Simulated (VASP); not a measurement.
A run of VASP 6.6.1 is set up as follows.

File INCAR:

```
ALGO = Fast
EDIFF = 1E-7
EDIFFG = -0.01
ENCUT = 600
GGA = PE
IBRION = 2
ISIF = 2
ISMEAR = 0
LASPH = T
LCHARG = F
LREAL = F
LWAVE = F
NELM = 80
NSW = 40
PREC = Accurate
SIGMA = 0.03
```

KPOINTS

```
k-points
0
Gamma
  8 8 8
```

POSCAR

```
PbS                                     
1.0
    0.0000000000      3.0236193293      3.0236193293
    3.0236193293      0.0000000000      3.0236193293
    3.0236193293      3.0236193293      0.0000000000
  Pb              S             
     1     1
Direct
     0.0000000000000000    0.0000000000000000    0.0000000000000000
     0.5000000000000000    0.5000000000000000    0.5000000000000000
```

Potentials or basis: VASP PAW PBE potentials, release 64 (Pb_d, S).

Command:

```console
$ cat potpaw_PBE.64/Pb_d/POTCAR potpaw_PBE.64/S/POTCAR > POTCAR
$ mpirun -np 1 vasp_std > vasp.out
```

(1) Predict the band gap on the k mesh.

Answers

(1) 0.56 eV, direct.

Caveat: the relaxation stopped at its first step, so nothing moved; spin-orbit coupling is left out, which as a rule narrows the gap of such compounds by several tenths of an eV.
